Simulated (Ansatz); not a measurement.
What a trial cell of CdO3 relaxes into

Theory: DFT r2SCAN, scalar-relativistic, plane waves, PAW in Ansatz 0.2.0. Cutoff 500 eV, Γ-centred k mesh, Gaussian smearing, no spin polarisation in the final step.

CdO3 was placed on the anti-Li3N structure type (P6/mmm, No. 191), with Cd in place of N, O in place of Li, at a guessed volume.

```
Cd O
1.0
     3.76212    0.00000    0.00000
    -1.88106    3.25809    0.00000
     0.00000    0.00000    3.97052
Cd O
1 3
Direct
  0.00000 0.00000 0.00000
  0.00000 0.00000 0.50000
  0.33333 0.66667 0.00000
  0.66667 0.33333 0.00000
```

Cell and atoms relax at zero pressure; the relaxation can't lower the symmetry of the start. After a coarse first stage the cell is made exact in the group found at 0.06 Å.

The zero of energy is the elements' standard structures at the same level (O₂ as a molecule); no fitted shifts are applied.

Task: What does it relax into?

Result: It keeps P6/mmm (No. 191). The result has the Li3N structure. Conventional cell: a = 3.885 Å, c = 4.070 Å. Cd is coordinated by 2 O at 2.03 Å and 6 O at 2.24 Å; O on Wyckoff site b (1 atom of the primitive cell) is coordinated by 2 Cd at 2.03 Å; O on Wyckoff site c (2 atoms of the primitive cell) has 3 Cd at 2.24 Å and 3 O at 2.24 Å.

```cif
data_structure
_symmetry_space_group_name_H-M 'P6/mmm'
_symmetry_Int_Tables_number 191
_cell_length_a 3.8852
_cell_length_b 3.8852
_cell_length_c 4.0698
_cell_angle_alpha 90.000
_cell_angle_beta 90.000
_cell_angle_gamma 120.000
_cell_volume 53.20
loop_
_atom_site_label
_atom_site_type_symbol
_atom_site_symmetry_multiplicity
_atom_site_Wyckoff_symbol
_atom_site_fract_x
_atom_site_fract_y
_atom_site_fract_z
_atom_site_occupancy
Cd1 Cd 1 a 0.00000 0.00000 0.00000 1
O1 O 1 b 0.00000 0.00000 0.50000 1
O2 O 2 c 0.33333 0.66667 0.00000 1
```

Task: What are its volume, energy, density and gap?

Result: The volume per atom is 13.30 Å³. The density is 5.01 g/cm³. The energy over the elements is 0.91 eV/atom. The gap on the 15×15×12 mesh is 0 eV (a metal).

The final run used a 15×15×12 mesh on its 4-atom cell and 0.10 eV smearing. The k mesh leaves about 4 meV/atom of noise in metals. Symmetry constrained the relaxation, so the result can be a saddle point. The steps took of the order of 3 core-minutes in all.